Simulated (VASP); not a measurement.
# BN (Qingsongite) (F-43m) in VASP: settings compared

The runs below take BN (Qingsongite) through relaxation of cell and atoms, relaxation of the atoms, with PBEsol, PBE.

Program: VASP 6.6.1. These are calculated values, not measurements. Logs are shortened: lines on timing, memory, paths and dates and some standing lists are left out, and cuts for length are marked.

## (1) Starting point

It takes space group F-43m (No. 216, cubic). Conventional cell: a = 3.615 Å, b = 3.615 Å, c = 3.615 Å, α = 90.00°, β = 90.00°, γ = 90.00°. Around B (site symmetry -43m) lie 4 N at 1.57 Å. N (site symmetry -43m) has 4 B at 1.57 Å as nearest neighbours.

## (2) Relaxation of cell and atoms, PBEsol

File INCAR:

```
PREC = Accurate
ENCUT = 600
EDIFF = 1E-6
ISMEAR = 0
SIGMA = 0.03
LREAL = False
LASPH = True
NELM = 80
ALGO = Normal
ISIF = 3
LWAVE = False
LCHARG = False
GGA = PS
IBRION = 2
NSW = 90
EDIFFG = -0.01
```

File KPOINTS:

```
regular mesh
0
Gamma
  14 14 14
```

File POSCAR:

```
BN
1.0
    0.0000000000      1.8075000000      1.8075000000
    1.8075000000      0.0000000000      1.8075000000
    1.8075000000      1.8075000000      0.0000000000
B N
1 1
Direct
    0.0000000000      0.0000000000      0.0000000000
    0.2500000000      0.2500000000      0.2500000000
```

Potentials or basis: VASP PAW PBE potentials, release 64 (B, N).

Launch:

```bash
$ cat potpaw_PBE.64/B/POTCAR potpaw_PBE.64/N/POTCAR > POTCAR
$ mpirun -np 1 vasp_std > vasp.out
```

OUTCAR:

```text
PREC = Accurate
   ENCUT = 600
   EDIFF = 1E-6
   ISMEAR = 0
   LREAL = False
   LASPH = True
   NELM = 80
   ISIF = 3
   GGA = PS
   IBRION = 2
   NSW = 90
   EDIFFG = -0.01

 ion  position               nearest neighbor table
   1  0.000  0.000  0.000-   2 1.57   2 1.57   2 1.57   2 1.57
   2  0.250  0.250  0.250-   1 1.57   1 1.57   1 1.57   1 1.57

  LATTYP: Found a face centered cubic cell.
 ALAT       =     3.6150000000

  Lattice vectors:

 A1 = (   0.0000000000,   1.8075000000,   1.8075000000)
 A2 = (   1.8075000000,   0.0000000000,   1.8075000000)
 A3 = (   1.8075000000,   1.8075000000,   0.0000000000)

Analysis of symmetry for initial positions (statically):
=====================================================================
 Subroutine PRICEL returns:
 Original cell was already a primitive cell.

 Routine SETGRP: Setting up the symmetry group for a
 face centered cubic supercell.

 Subroutine GETGRP returns: Found 24 space group operations
 (whereof 24 operations were pure point group operations)
 out of a pool of 48 trial point group operations.

The static configuration has the point symmetry T_d .

Analysis of symmetry for dynamics (positions and initial velocities):
=====================================================================
 Subroutine PRICEL returns:
 Original cell was already a primitive cell.

 Routine SETGRP: Setting up the symmetry group for a
 face centered cubic supercell.

 Subroutine GETGRP returns: Found 24 space group operations
 (whereof 24 operations were pure point group operations)
 out of a pool of 48 trial point group operations.

The dynamic configuration has the point symmetry T_d .

 Subroutine INISYM returns: Found 24 space group operations
 (whereof 24 operations are pure point group operations),
 and found     1 'primitive' translations

----------------------------------------------------------------------------------------

                                     Primitive cell

  volume of cell :      11.8104

  direct lattice vectors                    reciprocal lattice vectors
     0.000000000  1.807500000  1.807500000    -0.276625173  0.276625173  0.276625173
     1.807500000  0.000000000  1.807500000     0.276625173 -0.276625173  0.276625173
     1.807500000  1.807500000  0.000000000     0.276625173  0.276625173 -0.276625173

  length of vectors
     2.556191014  2.556191014  2.556191014     0.479128854  0.479128854  0.479128854

  position of ions in fractional coordinates (direct lattice)
     0.000000000  0.000000000  0.000000000
     0.250000000  0.250000000  0.250000000

  ion indices of the primitive-cell ions
   primitive index   ion index
                 1           1
                 2           2

----------------------------------------------------------------------------------------

 KPOINTS: regular mesh

Automatic generation of k-mesh.
 Grid dimensions read from file:
 generate k-points for:   14   14   14

 Generating k-lattice:

  Cartesian coordinates                     Fractional coordinates (reciprocal lattice)
    -0.019758941  0.019758941  0.019758941     0.071428571  0.000000000  0.000000000
     0.019758941 -0.019758941  0.019758941     0.000000000  0.071428571  0.000000000
     0.019758941  0.019758941 -0.019758941     0.000000000  0.000000000  0.071428571

  Length of vectors
     0.034223490  0.034223490  0.034223490

  Shift w.r.t. Gamma in fractional coordinates (k-lattice)
     0.000000000  0.000000000  0.000000000

 Subroutine IBZKPT returns following result:
 ===========================================

 Found    104 irreducible k-points:

 Following reciprocal coordinates:
            Coordinates               Weight
  0.000000  0.000000  0.000000      1.000000
  0.071429  0.000000  0.000000      8.000000
  0.142857  0.000000  0.000000      8.000000
  0.214286  0.000000  0.000000      8.000000
  0.285714  0.000000  0.000000      8.000000
  0.357143  0.000000  0.000000      8.000000
[... 16 lines left out ...]
  0.214286  0.142857  0.000000     24.000000
  0.285714  0.142857  0.000000     24.000000
 [... further k-points ...]
   k-points           NKPTS =    104   k-points in BZ     NKDIM =    104   number of bands    NBANDS=      8
   number of dos      NEDOS =    301   number of ions     NIONS =      2
   total plane-waves  NPLWV =   8000
   dimension x,y,z NGX =    20 NGY =   20 NGZ =   20
   dimension x,y,z NGXF=    40 NGYF=   40 NGZF=   40
   ions per type =               1   1
   NGX,Y,Z   is equivalent  to a cutoff of  13.01, 13.01, 13.01 a.u.
   NGXF,Y,Z  is equivalent  to a cutoff of  26.01, 26.01, 26.01 a.u.
 SYSTEM =  unknown system
   PREC   = accura    normal or accurate (medium, high low for compatibility)
   ISTART =      0    job   : 0-new  1-cont  2-samecut
   ICHARG =      2    charge: 1-file 2-atom 10-const
   ISPIN  =      1    spin polarized calculation?
   LNONCOLLINEAR =      F non collinear calculations
   LSORBIT =      F    spin-orbit coupling
   LASPH  =      T    aspherical Exc in radial PAW
   ENCUT  =  600.0 eV  44.10 Ry    6.64 a.u.   5.11  5.11  5.11*2*pi/ulx,y,z
   NELM   =     80;   NELMIN=  2; NELMDL= -5     # of ELM steps
   EDIFF  = 0.1E-05   stopping-criterion for ELM
   LREAL  =      F    real-space projection
   EDIFFG = -.1E-01   stopping-criterion for IOM
   NSW    =     90    number of steps for IOM
   IBRION =      2    ionic relax: 0-MD 1-quasi-New 2-CG
   NFREE  =      1    steps in history (QN), initial steepest desc. (CG)
   ISIF   =      3    stress and relaxation
   ISYM   =      2    0-nonsym 1-usesym 2-fastsym
   POTIM  = 0.5000    time-step for ionic-motion
   TEBEG  =    0.0;   TEEND  =   0.0 temperature during run
   PSTRESS=    0.0 pullay stress
   NELECT =       8.0000    total number of electrons
   NUPDOWN=      -1.0000    fix difference up-down
   EMIN   =  10.00;   EMAX   =-10.00  energy-range for DOS
   EFERMI =   0.00;   METHOD = LEGACY
   ISMEAR =     0;   SIGMA  =   0.03  broadening in eV -4-tet -1-fermi 0-gaus
   EFERMI_NEDOS =   21; number of points for ismear=-14 and -15
   IALGO  =     38    algorithm
   IMIX   =      4    mixing-type and parameters
     AMIX     =   0.40;   BMIX     =  1.00
     AMIX_MAG =   1.60;   BMIX_MAG =  1.00
  volume/ion in A,a.u.               =       5.91        39.85
  Fermi-wavevector in a.u.,A,eV,Ry     =   1.437749  2.716952 28.124920  2.067123
  Thomas-Fermi vector in A             =   2.556793
   LORBIT       =      0    0 simple, 1 ext, 2 COOP (PROOUT), +10 PAW based schemes
   GGA     = PS    functional components
   LHFCALC =     F    Hartree Fock is set to
   AEXX    =    0.0000 exact exchange contribution
   IVDW    =     0    specifies the selected vdW correction
   LEPSILON=     F    determine dielectric tensor
   LRPA    =     F    only Hartree local field effects (RPA)
 conjugate gradient relaxation of ions
 non-spin polarized calculation
 Gauss-broadening in eV      SIGMA  =   0.03
  energy-cutoff  :      600.00
  volume of cell :       11.81
 maximum number of plane-waves:       411
   NGX = 11   NGY = 11   NGZ = 11

--------------------------------------- Ionic step        1  -------------------------------------------

 number of electron       7.9999999 magnetization

 Free energy of the ion-electron system (eV)
  ---------------------------------------------------
  ext. energy  EPLUGINS =         0.00000000
  ---------------------------------------------------
  free energy    TOTEN  =       -18.35034606 eV

  energy without entropy =      -18.35034606  energy(sigma->0) =      -18.35034606

------------------------ aborting loop because EDIFF is reached ----------------------------------------

  FORCE on cell =-STRESS in cart. coord.  units (eV):
  Direction    XX          YY          ZZ          XY          YZ          ZX
  --------------------------------------------------------------------------------------
  -------------------------------------------------------------------------------------
  Total       -0.1945429     -0.1945429     -0.1945429      0.0000000      0.0000000     -0.0000000
  in kB      -26.3913151    -26.3913151    -26.3913151      0.0000000      0.0000000     -0.0000000
  external PRESSURE =     -26.3913151 kB  Pullay stress =       0.0000000 kB

 VOLUME and BASIS-vectors are now :
 -----------------------------------------------------------------------------
  energy-cutoff  :      600.00
  volume of cell :       11.81
      direct lattice vectors                 reciprocal lattice vectors
     0.000000000  1.807500000  1.807500000    -0.276625173  0.276625173  0.276625173
     1.807500000  0.000000000  1.807500000     0.276625173 -0.276625173  0.276625173
     1.807500000  1.807500000  0.000000000     0.276625173  0.276625173 -0.276625173
[... 37 lines left out ...]
 POSITION                                       TOTAL-FORCE (eV/Angst)
 -----------------------------------------------------------------------------------
      3.59804      3.59804      3.59804         0.000000      0.000000     -0.000000
      0.89951      0.89951      0.89951        -0.000000     -0.000000      0.000000
 -----------------------------------------------------------------------------------
    total drift:                                0.000000      0.000000      0.000000

  FREE ENERGIE OF THE ION-ELECTRON SYSTEM (eV)
  ---------------------------------------------------
  free  energy   TOTEN  =       -18.3502927822 eV

  energy  without entropy=      -18.3502927822  energy(sigma->0) =      -18.35029278

--------------------------------------- Ionic step        3  -------------------------------------------

 number of electron       7.9999999 magnetization

 Free energy of the ion-electron system (eV)
  ---------------------------------------------------
  ext. energy  EPLUGINS =         0.00000000
  ---------------------------------------------------
  free energy    TOTEN  =       -18.35102496 eV

  energy without entropy =      -18.35102496  energy(sigma->0) =      -18.35102496

 E-fermi :   7.6873     XC(G=0): -13.0502

 val. band max:        7.4482651529   @ k =   0.0000   0.0000   0.0000
 cond. band min:      11.7323090338   @ k =   0.5000   0.5000   0.0000
 fundamental gap:      4.2840438809
 Fermi energy:         7.6873410566

 k-point     1 :       0.0000    0.0000    0.0000
  band No.  band energies     occupation
      1     -12.8842      2.00000
      2       7.4483      2.00000
      3       7.4483      2.00000
      4       7.4483      2.00000
      5      16.2423      0.00000
      6      16.2423      0.00000
      7      16.2423      0.00000
      8      17.8288      0.00000

 k-point     2 :       0.0714    0.0000    0.0000
  band No.  band energies     occupation
      1     -12.7585      2.00000
      2       6.7548      2.00000
      3       7.3115      2.00000
      4       7.3115      2.00000
      5      16.4085      0.00000
      6      16.4501      0.00000
      7      16.4501      0.00000
      8      18.2517      0.00000
[... 221 lines left out ...]
 k-point    23 :       0.2143    0.1429    0.0000
  band No.  band energies     occupation
      1     -11.7710      2.00000
      2       4.2935      2.00000
      3       5.5067      2.00000
      4       5.9237      2.00000
      5      15.3115      0.00000
      6      18.7776      0.00000
      7      18.9972      0.00000
      8      19.7472      0.00000

 k-point    24 :       0.2857    0.1429    0.0000
  band No.  band energies     occupation
      1     -11.0973      2.00000
      2       2.3600      2.00000
      3       5.0659      2.00000
      4       5.5724      2.00000
      5      15.6283      0.00000
      6      19.1448      0.00000
      7      19.6043      0.00000
      8      20.2368      0.00000

 [... further k-points ...]

------------------------ aborting loop because EDIFF is reached ----------------------------------------

  FORCE on cell =-STRESS in cart. coord.  units (eV):
  Direction    XX          YY          ZZ          XY          YZ          ZX
  --------------------------------------------------------------------------------------
  -------------------------------------------------------------------------------------
  Total        0.0001860      0.0001860      0.0001860      0.0000000     -0.0000000      0.0000000
  in kB        0.0254083      0.0254083      0.0254083      0.0000000     -0.0000000      0.0000000
  external PRESSURE =       0.0254083 kB  Pullay stress =       0.0000000 kB

 VOLUME and BASIS-vectors are now :
 -----------------------------------------------------------------------------
  energy-cutoff  :      600.00
  volume of cell :       11.73
      direct lattice vectors                 reciprocal lattice vectors
     0.000000000  1.803320905  1.803320905    -0.277266236  0.277266236  0.277266236
     1.803320905  0.000000000  1.803320905     0.277266236 -0.277266236  0.277266236
     1.803320905  1.803320905 -0.000000000     0.277266236  0.277266236 -0.277266236

 POSITION                                       TOTAL-FORCE (eV/Angst)
 -----------------------------------------------------------------------------------
      0.00000      0.00000      0.00000        -0.000000     -0.000000     -0.000000
      0.90166      0.90166      0.90166         0.000000      0.000000      0.000000
 -----------------------------------------------------------------------------------
    total drift:                                0.000000      0.000000      0.000000

  FREE ENERGIE OF THE ION-ELECTRON SYSTEM (eV)
  ---------------------------------------------------
  free  energy   TOTEN  =       -18.3510249576 eV

  energy  without entropy=      -18.3510249576  energy(sigma->0) =      -18.35102496

 reached required accuracy - stopping structural energy minimisation
```

It took 15 s on 1 thread of Intel Xeon Platinum 8259CL at 2.50GHz (Skylake/Cascade Lake), shared host; peak memory 0.12 GiB.

What came out:

* Free energy: -18.3510 eV
* Relaxed volume: 5.86 Å³/atom
* Relaxed cell: a = 2.550 Å, b = 2.550 Å, c = 2.550 Å, α = 60.00°, β = 60.00°, γ = 60.00°
* Space group after relaxing (to 0.05 Å): F-43m (No. 216)
* Energy gained by relaxing: 0.3 meV/atom
* Ionic steps: 3
* Pressure after relaxing: 0.0 GPa
* Band gap on the k mesh: 4.28 eV, indirect (least direct gap 8.79 eV)

The path:
```csv
step,energy change (eV),largest force (eV/Å),pressure (GPa),volume (Å³)
1,0.0000,0.0000,-2.64,11.81
2,0.0001,0.0000,2.83,11.64
3,-0.0007,0.0000,0.00,11.73
```

Final structure:
```
B N
1.0
     0.00000    1.80332    1.80332
     1.80332    0.00000    1.80332
     1.80332    1.80332    0.00000
B N
1 1
Direct
  0.00000 0.00000 0.00000
  0.25000 0.25000 0.25000
```

Caveat: the PAW data sets were made with another functional, which shifts forces and pressure a little.

## (3) Relaxation of cell and atoms, PBEsol

This run uses another cell than the first one, of 5.86 Å³/atom, 0.993 times its volume.

Changes to INCAR since step 2:

```diff
@@ -2,3 +2,3 @@
 ENCUT = 600
-EDIFF = 1E-6
+EDIFF = 1E-7
 ISMEAR = 0
@@ -15,2 +15,2 @@
 NSW = 90
-EDIFFG = -0.01
+EDIFFG = -0.005
```

KPOINTS is that of step 2.

File POSCAR:

```
BN                                      
1.0
    0.0000000000      1.8033209052      1.8033209052
    1.8033209052      0.0000000000      1.8033209052
    1.8033209052      1.8033209052     -0.0000000000
  B               N             
     1     1
Direct
     0.0000000000000000    0.0000000000000000    0.0000000000000000
     0.2500000000000000    0.2500000000000000    0.2500000000000000
```

Potentials or basis: VASP PAW PBE potentials, release 64 (B, N).

Launch:

```bash
$ cat potpaw_PBE.64/B/POTCAR potpaw_PBE.64/N/POTCAR > POTCAR
$ mpirun -np 1 vasp_std > vasp.out
```

Wall time 7.9 s (1 thread of Intel Xeon Platinum 8259CL at 2.50GHz (Skylake/Cascade Lake), shared host); peak memory 0.12 GiB.

Results (log left out):

* Free energy: -18.3508 eV
* Pressure after relaxing: 0.0 GPa
* Band gap on the k mesh: 4.28 eV, indirect (least direct gap 8.79 eV)

Final structure:
```
B N
1.0
     0.00000    1.80332    1.80332
     1.80332    0.00000    1.80332
     1.80332    1.80332    0.00000
B N
1 1
Direct
  0.00000 0.00000 0.00000
  0.25000 0.25000 0.25000
```

Levels at points of the mesh, in eV from the valence-band top:
| k point | band 2 | band 3 | band 4 | band 5 | band 6 | band 7 |
| --- | --- | --- | --- | --- | --- | --- |
| (0.00, 0.00, 0.00) | 0.00 | 0.00 | 0.00 | 8.79 | 8.79 | 8.79 |
| (0.50, 0.00, 0.00) | -10.84 | -1.96 | -1.96 | 10.18 | 10.66 | 10.66 |
| (0.50, 0.50, 0.00) | -9.01 | -4.97 | -4.97 | 4.28 | 9.13 | 17.98 |

Caveat: the relaxation stopped at its first step, so nothing moved; the PAW data sets were made with another functional, which shifts forces and pressure a little.

(Continued in part 2 of 2.)
